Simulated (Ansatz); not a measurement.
**(110) slab of diamond C, 11.3 Å thick as cut, ended by H**

Aim: a base single point, then the same cell under other settings, to see what each one moves.

Method: density functional theory in Ansatz 0.2.0, PAW datasets, plane waves.

### Step 1. The system as built

24 atoms (20 C, 4 H); a = 2.513 Å, b = 3.554 Å, c = 26.808 Å, α = 90.00°, β = 90.00°, γ = 90.00°. All atoms were shaken off their sites by about 0.02 Å along each axis.

As a file:

```cif
data_structure
_symmetry_space_group_name_H-M 'P 1'
_symmetry_Int_Tables_number 1
_cell_length_a 2.5129
_cell_length_b 3.5538
_cell_length_c 26.8081
_cell_angle_alpha 90.000
_cell_angle_beta 90.000
_cell_angle_gamma 90.000
_cell_volume 239.41
loop_
_atom_site_label
_atom_site_type_symbol
_atom_site_fract_x
_atom_site_fract_y
_atom_site_fract_z
_atom_site_occupancy
C1 C 0.01192 0.00738 0.66471 1
C2 C 0.99534 0.00323 0.47767 1
C3 C 0.00591 0.99825 0.28993 1
C4 C 0.00783 0.25817 0.61728 1
C5 C 0.01146 0.25026 0.42950 1
C6 C 0.99381 0.00749 0.57087 1
C7 C 0.99334 0.00221 0.38247 1
C8 C 0.01895 0.24238 0.71106 1
C9 C 0.99741 0.25340 0.52374 1
C10 C 0.98756 0.24143 0.33523 1
C11 C 0.50135 0.50068 0.61705 1
C12 C 0.48775 0.48778 0.42826 1
C13 C 0.50561 0.75799 0.57040 1
C14 C 0.49224 0.74781 0.38465 1
C15 C 0.50046 0.50612 0.71092 1
C16 C 0.49230 0.49043 0.52294 1
C17 C 0.49854 0.49634 0.33647 1
C18 C 0.49731 0.75066 0.66389 1
C19 C 0.50143 0.75223 0.47673 1
C20 C 0.49586 0.74409 0.28962 1
H1 H 0.99113 0.18705 0.25532 1
H2 H 0.99452 0.07287 0.74664 1
H3 H 0.49746 0.69374 0.74711 1
H4 H 0.50760 0.55847 0.25525 1
```

### Step 2. PBEsol single point

in.yaml reads:

```yaml
crystal:
  lattice:
    - [1.776901, -1.776901, 0.000000]
    - [0.000000, 0.000000, 3.553803]
    - [-18.956212, -18.956212, 0.000000]
  atoms:
    - { symbol: C, position: [0.011920, 0.007376, 0.664706] }
    - { symbol: C, position: [0.995342, 0.003234, 0.477671] }
    - { symbol: C, position: [0.005914, 0.998249, 0.289930] }
    - { symbol: C, position: [0.007830, 0.258175, 0.617282] }
    - { symbol: C, position: [0.011457, 0.250264, 0.429501] }
    - { symbol: C, position: [0.993809, 0.007489, 0.570873] }
    - { symbol: C, position: [0.993341, 0.002215, 0.382472] }
    - { symbol: C, position: [0.018945, 0.242381, 0.711063] }
    - { symbol: C, position: [0.997413, 0.253397, 0.523742] }
    - { symbol: C, position: [0.987557, 0.241431, 0.335228] }
    - { symbol: C, position: [0.501351, 0.500676, 0.617054] }
    - { symbol: C, position: [0.487748, 0.487775, 0.428264] }
    - { symbol: C, position: [0.505613, 0.757991, 0.570402] }
    - { symbol: C, position: [0.492245, 0.747811, 0.384649] }
    - { symbol: C, position: [0.500464, 0.506122, 0.710923] }
    - { symbol: C, position: [0.492302, 0.490432, 0.522940] }
    - { symbol: C, position: [0.498538, 0.496341, 0.336465] }
    - { symbol: C, position: [0.497311, 0.750663, 0.663890] }
    - { symbol: C, position: [0.501435, 0.752226, 0.476727] }
    - { symbol: C, position: [0.495857, 0.744092, 0.289623] }
    - { symbol: H, position: [0.991132, 0.187054, 0.255323] }
    - { symbol: H, position: [0.994525, 0.072871, 0.746635] }
    - { symbol: H, position: [0.497458, 0.693745, 0.747112] }
    - { symbol: H, position: [0.507602, 0.558472, 0.255254] }
kpoints:
  mp_grid: { grid: [4, 3, 1] }
hamiltonian:
  xc: pbesol
scf:
  occupations: { method: fermi_dirac, width: 0.01 }
output:
  forces: true
  eigenvalues: true
  stress: true
  populations: true
```

The run is started by

```sh
> ansatz run in.yaml --threads 8 --pin off --max-ram 118750MiB --runs-dir r --events-out ev --progress --plain --backend cuda --devices 0,
```

### Step 3. Variant: occupations tetrahedron, functional r²SCAN

in.yaml: that of step 2 with these lines changed.

```diff
@@ -33,5 +33,6 @@
 hamiltonian:
-  xc: pbesol
+  xc: r2scan
 scf:
-  occupations: { method: fermi_dirac, width: 0.01 }
+  occupations: { method: tetrahedron }
+  max_iter: 100
 output:
@@ -40,2 +41 @@
   stress: true
-  populations: true
```

### Step 4. Changed settings: density cutoff ratio 8, accuracy low

in.yaml: that of step 3 with these lines changed.

```diff
@@ -1 +1,2 @@
+accuracy: low
 crystal:
@@ -32,7 +33,8 @@
   mp_grid: { grid: [4, 3, 1] }
+basis: { ecutrho_ratio: 8 }
 hamiltonian:
-  xc: r2scan
+  xc: pbesol
 scf:
-  occupations: { method: tetrahedron }
-  max_iter: 100
+  occupations: { method: fermi_dirac, width: 0.01 }
+  max_iter: 50
 output:
```

### Step 5. Changed settings: k points 2×2×2 shifted, density threshold 1e-09 eV, accuracy low

in.yaml: that of step 4 with these lines changed.

```diff
@@ -32,4 +32,3 @@
 kpoints:
-  mp_grid: { grid: [4, 3, 1] }
-basis: { ecutrho_ratio: 8 }
+  mp_grid: { grid: [2, 2, 2], shift: [0.5, 0.5, 0.5] }
 hamiltonian:
@@ -38,3 +37,4 @@
   occupations: { method: fermi_dirac, width: 0.01 }
-  max_iter: 50
+  max_iter: 70
+  convergence: { dr2_threshold: 1e-09 }
 output:
```

### Step 6. Variant: density cutoff ratio 2

in.yaml: that of step 5 with these lines changed.

```diff
@@ -1,2 +1 @@
-accuracy: low
 crystal:
@@ -32,3 +31,4 @@
 kpoints:
-  mp_grid: { grid: [2, 2, 2], shift: [0.5, 0.5, 0.5] }
+  mp_grid: { grid: [4, 3, 1] }
+basis: { ecutrho_ratio: 2 }
 hamiltonian:
@@ -38,3 +38,2 @@
   max_iter: 70
-  convergence: { dr2_threshold: 1e-09 }
 output:
```

**Question.** What will these runs give? Wanted: for each run, settings; status; energy from base; forces from base.

As calculated:

| settings | status | cycles | time | energy from base (meV/atom) | forces from base (eV/Å rms) | filled to empty level on the mesh (eV) |
| --- | --- | --- | --- | --- | --- | --- |
| base | converged | 8 | 1.7 s (GPU) | 0 | 0 | 2.04 |
| occupations tetrahedron, functional r²SCAN | converged | 8 | 1.8 s (GPU) | - | 0.134 | 2.43 |
| density cutoff ratio 8, accuracy low | converged, settings too loose | 7 | 1.7 s (GPU) | 0.0 | 0.000 | 2.04 |
| k points 2×2×2 shifted, density threshold 1e-09 eV, accuracy low | converged, settings too loose | 10 | 1.5 s (GPU) | -217.5 | 0.197 | 5.50 |
| density cutoff ratio 2 | converged, settings too loose | 7 | 1.8 s (GPU) | -1.7 | 0.002 | 2.02 |

**What this shows.** Among these variants the forces move most with k points 2×2×2 shifted, density threshold 1e-09 eV, accuracy low (0.197 eV/Å rms) and least with density cutoff ratio 8, accuracy low (0.000).
